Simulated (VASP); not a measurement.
# BaTiO3 (Pm-3m) in VASP: phonons with PBE

Aim: the phonons of BaTiO3 with PBE.

All numbers are computed with VASP 6.6.1; they aren't measurements. Logs are shortened: lines on timing, memory, paths and dates and some standing lists are left out, and cuts for length are marked.

### Step 1. The crystal as given

The structure is cubic, space group Pm-3m (No. 221). The conventional cell has a = 4.032 Å, b = 4.032 Å, c = 4.032 Å, α = 90.00°, β = 90.00°, γ = 90.00°. Around Ba (site symmetry m-3m) lie 12 O at 2.85 Å. Ti (site symmetry m-3m) is surrounded by 6 O at 2.02 Å. Around O (site symmetry 4/mmm) lie 2 Ti at 2.02 Å.

### Step 2. Phonons, PBE

Input file POSCAR:

```
BaTiO3
1.0
    4.0319540223      0.0000000000      0.0000000000
    0.0000000000      4.0319540223      0.0000000000
    0.0000000000      0.0000000000      4.0319540223
  Ba              Ti              O
     1     1     3
Direct
     0.5000000000000000    0.5000000000000000    0.5000000000000000
     0.0000000000000000    0.0000000000000000    0.0000000000000000
     0.5000000000000000    0.0000000000000000    0.0000000000000000
     0.0000000000000000    0.5000000000000000    0.0000000000000000
     0.0000000000000000    0.0000000000000000    0.5000000000000000
```

Input file INCAR.step1:

```
  PREC = Accurate
  ENCUT = 600
  EDIFF = 1E-8
  ISMEAR = 0
  SIGMA = 0.03
  LREAL = False
  LASPH = True
  NELM = 80
  ALGO = Normal
  ISIF = 3
  LWAVE = False
  LCHARG = False
  GGA = PE
  KPAR = 2
  IBRION = 2
  NSW = 40
  EDIFFG = -0.002
```

Input file INCAR.step2:

```
  PREC = Accurate
  ENCUT = 600
  EDIFF = 1E-8
  ISMEAR = 0
  SIGMA = 0.03
  LREAL = False
  LASPH = True
  NELM = 80
  ALGO = Normal
  ISIF = 2
  LWAVE = False
  LCHARG = False
  GGA = PE
  KPAR = 2
  IBRION = 6
  NFREE = 2
  POTIM = 0.015
  NSW = 1
  LEPSILON = True
```

Input file KPOINTS:

```
regular mesh
0
Monkhorst-Pack
  10 10 10
```

Potentials or basis: VASP PAW PBE potentials, release 64 (Ba_sv, Ti_sv, O).

Command:

```
$ cat potpaw_PBE.64/Ba_sv/POTCAR potpaw_PBE.64/Ti_sv/POTCAR potpaw_PBE.64/O/POTCAR > POTCAR
$ cp INCAR.step1 INCAR
$ mpirun -np 2 vasp_std > vasp.out
$ cp CONTCAR POSCAR
$ cp INCAR.step2 INCAR
$ mpirun -np 2 vasp_std > vasp.out
```

OUTCAR:

```text
PREC = Accurate
   ENCUT = 600
   EDIFF = 1E-8
   ISMEAR = 0
   LREAL = False
   LASPH = True
   NELM = 80
   ISIF = 2
   GGA = PE
   IBRION = 6
   NFREE = 2
   POTIM = 0.015
   NSW = 1
   LEPSILON = True

 ion  position               nearest neighbor table
   1  0.500  0.500  0.500-   3 2.85   4 2.85   5 2.85   3 2.85   4 2.85   3 2.85   5 2.85   3 2.85
                             4 2.85   5 2.85   4 2.85   5 2.85   2 3.49   2 3.49   2 3.49   2 3.49
   2  0.000  0.000  0.000-   3 2.02   4 2.02   5 2.02   5 2.02   4 2.02   3 2.02   1 3.49   1 3.49
                             1 3.49   1 3.49   1 3.49   1 3.49   1 3.49   1 3.49
   3  0.500  0.000  0.000-   2 2.02   2 2.02   1 2.85   1 2.85   1 2.85   1 2.85
   4  0.000  0.500  0.000-   2 2.02   2 2.02   1 2.85   1 2.85   1 2.85   1 2.85
   5  0.000  0.000  0.500-   2 2.02   2 2.02   1 2.85   1 2.85   1 2.85   1 2.85

  LATTYP: Found a simple cubic cell.
 ALAT       =     4.0319540223

  Lattice vectors:

 A1 = (   4.0319540223,   0.0000000000,   0.0000000000)
 A2 = (   0.0000000000,   4.0319540223,   0.0000000000)
 A3 = (   0.0000000000,   0.0000000000,   4.0319540223)

Analysis of symmetry for initial positions (statically):
=====================================================================
 Subroutine PRICEL returns:
 Original cell was already a primitive cell.

 Routine SETGRP: Setting up the symmetry group for a
 simple cubic supercell.

 Subroutine GETGRP returns: Found 48 space group operations
 (whereof 48 operations were pure point group operations)
 out of a pool of 48 trial point group operations.

The static configuration has the point symmetry O_h .

Analysis of symmetry for dynamics (positions and initial velocities):
=====================================================================
 Subroutine PRICEL returns:
 Original cell was already a primitive cell.

 Routine SETGRP: Setting up the symmetry group for a
 simple cubic supercell.

 Subroutine GETGRP returns: Found 48 space group operations
 (whereof 48 operations were pure point group operations)
 out of a pool of 48 trial point group operations.

The dynamic configuration has the point symmetry O_h .

 Subroutine INISYM returns: Found 48 space group operations
 (whereof 48 operations are pure point group operations),
 and found     1 'primitive' translations

----------------------------------------------------------------------------------------

                                     Primitive cell

  volume of cell :      65.5461

  direct lattice vectors                    reciprocal lattice vectors
     4.031954022  0.000000000  0.000000000     0.248018701  0.000000000  0.000000000
     0.000000000  4.031954022  0.000000000     0.000000000  0.248018701  0.000000000
     0.000000000  0.000000000  4.031954022     0.000000000  0.000000000  0.248018701

  length of vectors
     4.031954022  4.031954022  4.031954022     0.248018701  0.248018701  0.248018701

  position of ions in fractional coordinates (direct lattice)
     0.500000000  0.500000000  0.500000000
     0.000000000  0.000000000  0.000000000
     0.500000000  0.000000000  0.000000000
     0.000000000  0.500000000  0.000000000
     0.000000000  0.000000000  0.500000000

  ion indices of the primitive-cell ions
   primitive index   ion index
                 1           1
                 2           2
                 3           3
                 4           4
                 5           5

----------------------------------------------------------------------------------------

 KPOINTS: regular mesh

Automatic generation of k-mesh.
 Grid dimensions read from file:
 generate k-points for:   10   10   10

 Generating k-lattice:

  Cartesian coordinates                     Fractional coordinates (reciprocal lattice)
     0.024801870  0.000000000  0.000000000     0.100000000  0.000000000  0.000000000
     0.000000000  0.024801870  0.000000000     0.000000000  0.100000000  0.000000000
     0.000000000  0.000000000  0.024801870     0.000000000  0.000000000  0.100000000

  Length of vectors
     0.024801870  0.024801870  0.024801870

  Shift w.r.t. Gamma in fractional coordinates (k-lattice)
     0.500000000  0.500000000  0.500000000

 Subroutine IBZKPT returns following result:
 ===========================================

 Found     35 irreducible k-points:

[... 130 lines left out ...]

 PIEZOELECTRIC TENSOR FIELD DIRECTION 3  (e Angst)
 -----------------------------------------------------------------------------
     0.00951  0.00000 -0.00000           ( -0.00004  0.00000  0.00000)
     0.00000  0.00951  0.00000           (  0.00000 -0.00004  0.00000)
     0.00000  0.00000 -0.01630           (  0.00000  0.00000  0.00047)

 PIEZOELECTRIC TENSOR FIELD DIRECTION 3  (C/m^2)
 -----------------------------------------------------------------------------
     0.00232  0.00000 -0.00000
     0.00000  0.00232  0.00000
     0.00000  0.00000 -0.00398

 MACROSCOPIC STATIC DIELECTRIC TENSOR (including local field effects in DFT)
 ------------------------------------------------------
           6.774868     0.000000     0.000000
           0.000000     6.774868     0.000000
           0.000000    -0.000000     6.774868
 ------------------------------------------------------

 PIEZOELECTRIC TENSOR (including local field effects)  for field in x, y, z        (e  Angst)
          XX          YY          ZZ          XY          YZ          ZX
  --------------------------------------------------------------------------------
  x     0.00000     0.00000     0.00000     0.00000     0.00000     0.00000
  y     0.00000     0.00000     0.00000     0.00000     0.00000     0.00000
  z     0.00000     0.00000     0.00000     0.00000     0.00000     0.00000

 PIEZOELECTRIC TENSOR (including local field effects)  for field in x, y, z        (C/m^2)
          XX          YY          ZZ          XY          YZ          ZX
  --------------------------------------------------------------------------------
  x     0.00000     0.00000     0.00000     0.00000     0.00000     0.00000
  y     0.00000     0.00000     0.00000     0.00000     0.00000     0.00000
  z     0.00000     0.00000     0.00000     0.00000     0.00000     0.00000

 BORN EFFECTIVE CHARGES (including local field effects) (in |e|, cummulative output)
 ---------------------------------------------------------------------------------
 ion    1
    1     2.73014     0.00000    -0.00000
    2    -0.00000     2.73014     0.00000
    3     0.00000     0.00000     2.73014
 ion    2
    1     7.44905     0.00000     0.00000
    2     0.00000     7.44905    -0.00000
    3     0.00000     0.00000     7.44905
 ion    3
    1    -5.92109     0.00000     0.00000
    2     0.00000    -2.12905     0.00000
    3    -0.00000     0.00000    -2.12905
 ion    4
    1    -2.12905    -0.00000     0.00000
    2    -0.00000    -5.92109    -0.00000
    3     0.00000     0.00000    -2.12905
 ion    5
[... 277 lines left out ...]
--------------------------------------- Ionic step        9  -------------------------------------------

 number of electron      40.0000010 magnetization

 Free energy of the ion-electron system (eV)
  ---------------------------------------------------
  ext. energy  EPLUGINS =         0.00000000
  ---------------------------------------------------
  free energy    TOTEN  =       -39.99197338 eV

  energy without entropy =      -39.99197338  energy(sigma->0) =      -39.99197338

 E-fermi :   3.8574     XC(G=0): -11.1442

 val. band max:        3.6349441573   @ k =   0.4500   0.4500   0.4500
 cond. band min:       5.4583398135   @ k =   0.0500   0.0500   0.0500
 fundamental gap:      1.8233956562
 Fermi energy:         3.8574200097

 k-point     1 :       0.0500    0.0500    0.0500
  band No.  band energies     occupation
      1     -53.0646      2.00000
      2     -29.2656      2.00000
      3     -29.2655      2.00000
      4     -29.2654      2.00000
      5     -21.1929      2.00000
      6     -13.1767      2.00000
[... 637 lines left out ...]
     23       7.3307      0.00000
     24       8.8387      0.00000

 [... further k-points ...]

------------------------ aborting loop because EDIFF is reached ----------------------------------------

  FORCE on cell =-STRESS in cart. coord.  units (eV):
  Direction    XX          YY          ZZ          XY          YZ          ZX
  --------------------------------------------------------------------------------------
  -------------------------------------------------------------------------------------
  Total       -0.0102623     -0.0092077     -0.0084929      0.0000000      0.0000000      0.0000000
  in kB       -0.2508479     -0.2250691     -0.2075972      0.0000000      0.0000000      0.0000000
  external PRESSURE =      -0.2278381 kB  Pullay stress =       0.0000000 kB
[... 20 lines left out ...]
  FREE ENERGIE OF THE ION-ELECTRON SYSTEM (eV)
  ---------------------------------------------------
  free  energy   TOTEN  =       -39.9919733832 eV

  energy  without entropy=      -39.9919733832  energy(sigma->0) =      -39.99197338

 INTERNAL STRAIN TENSORS FROM DISPLACED ATOMS
 ============================================

 INTERNAL STRAIN TENSOR FOR ION    1 for displacements in x,y,z  (eV/Angst):
          X           Y           Z          XY          YZ          ZX
  --------------------------------------------------------------------------------
  x     0.00000     0.00000     0.00000     0.00000     0.00000     0.00000
  y     0.00000     0.00000     0.00000     0.00000     0.00000     0.00000
  z     0.00000     0.00000     0.00000     0.00000     0.00000     0.00000

 INTERNAL STRAIN TENSOR FOR ION    5 for displacements in x,y,z  (eV/Angst):
          X           Y           Z          XY          YZ          ZX
  --------------------------------------------------------------------------------
  x     0.00000     0.00000     0.00000     0.00000     0.00000     0.00000
  y     0.00000     0.00000     0.00000     0.00000     0.00000     0.00000
  z     0.00000     0.00000     0.00000     0.00000     0.00000     0.00000

 Eigenvectors and eigenvalues of the dynamical matrix
 ----------------------------------------------------

   1 f  =   13.569976 THz    85.262674 2PiTHz  452.645675 cm-1    56.120886 meV
             X         Y         Z           dx          dy          dz
      2.015977  2.015977  2.015977    -0.001049    0.012978    0.001996
      0.000000  0.000000  0.000000     0.017971   -0.222354   -0.034201
      2.015977  0.000000  0.000000     0.052587    0.498862    0.076732
      0.000000  2.015977  0.000000    -0.040319   -0.650660    0.076732
      0.000000  0.000000  2.015977    -0.040319    0.498862   -0.100080
[... 105 lines left out ...]
  15 f/i=    7.418637 THz    46.612669 2PiTHz  247.459082 cm-1    30.681002 meV
             X         Y         Z           dx          dy          dz
      2.015977  2.015977  2.015977     0.005549    0.000198    0.000002
      0.000000  0.000000  0.000000     0.668068    0.023813    0.000259
      2.015977  0.000000  0.000000    -0.639261   -0.009555   -0.000104
      0.000000  2.015977  0.000000    -0.268076   -0.022786   -0.000104
      0.000000  0.000000  2.015977    -0.268076   -0.009555   -0.000248

--------------------------------------------------------------------------------------------------------

 MACROSCOPIC STATIC DIELECTRIC TENSOR IONIC CONTRIBUTION
 ------------------------------------------------------
           1.042244     0.000000    -0.000000
           0.000000     1.042244     0.000000
          -0.000000     0.000000     1.042244
 ------------------------------------------------------

 ELASTIC MODULI CONTR FROM IONIC RELAXATION (kBar)
 Direction    XX          YY          ZZ          XY          YZ          ZX
 --------------------------------------------------------------------------------
 XX           0.0000      0.0000      0.0000      0.0000      0.0000      0.0000
 YY           0.0000      0.0000      0.0000      0.0000      0.0000      0.0000
 ZZ           0.0000      0.0000      0.0000      0.0000      0.0000      0.0000
 XY           0.0000      0.0000      0.0000      0.0000      0.0000      0.0000
 YZ           0.0000      0.0000      0.0000      0.0000      0.0000      0.0000
 ZX           0.0000      0.0000      0.0000      0.0000      0.0000      0.0000
 --------------------------------------------------------------------------------

 PIEZOELECTRIC TENSOR IONIC CONTR  for field in x, y, z        (C/m^2)
          XX          YY          ZZ          XY          YZ          ZX
  --------------------------------------------------------------------------------
  x     0.00000     0.00000     0.00000     0.00000     0.00000     0.00000
  y     0.00000     0.00000     0.00000     0.00000     0.00000     0.00000
  z     0.00000     0.00000     0.00000     0.00000     0.00000     0.00000
```

Run time: 9.3 min. Hardware: 2 MPI ranks of Intel Xeon 6975P-C (Granite Rapids), shared host; peak memory 0.49 GiB.

Results:

| Item | Value |
| --- | --- |
| Electronic dielectric tensor (diagonal) | 6.77 |
| Born charges (mean of the diagonal) | Ba +2.73; Ti +7.45; O -3.39 e |
| Highest phonon frequency at Γ, LO-TO splitting left out | 453 cm⁻¹ |
| Most unstable mode | 247i cm⁻¹ |

Phonon frequencies in cm⁻¹ (negative: imaginary):
```csv
q point,frequencies
"(0.000, 0.000, 0.000)",-247 -247 -247 0 0 0 170 170 170 286 286 286 453 453 453
```

Electronic dielectric tensor:
```
6.77 0.00 0.00
0.00 6.77 0.00
0.00 0.00 6.77
```

Born effective charge tensors (e):
atom 1, Ba
```
2.73 0.00 0.00
0.00 2.73 0.00
0.00 0.00 2.73
```
atom 2, Ti
```
7.45 0.00 0.00
0.00 7.45 0.00
0.00 0.00 7.45
```
atom 3, O
```
-5.92  0.00  0.00
 0.00 -2.13  0.00
 0.00  0.00 -2.13
```
atom 4, O
```
-2.13  0.00  0.00
 0.00 -5.92  0.00
 0.00  0.00 -2.13
```
atom 5, O
```
-2.13  0.00  0.00
 0.00 -2.13  0.00
 0.00  0.00 -5.92
```

Caveat: some modes are imaginary.
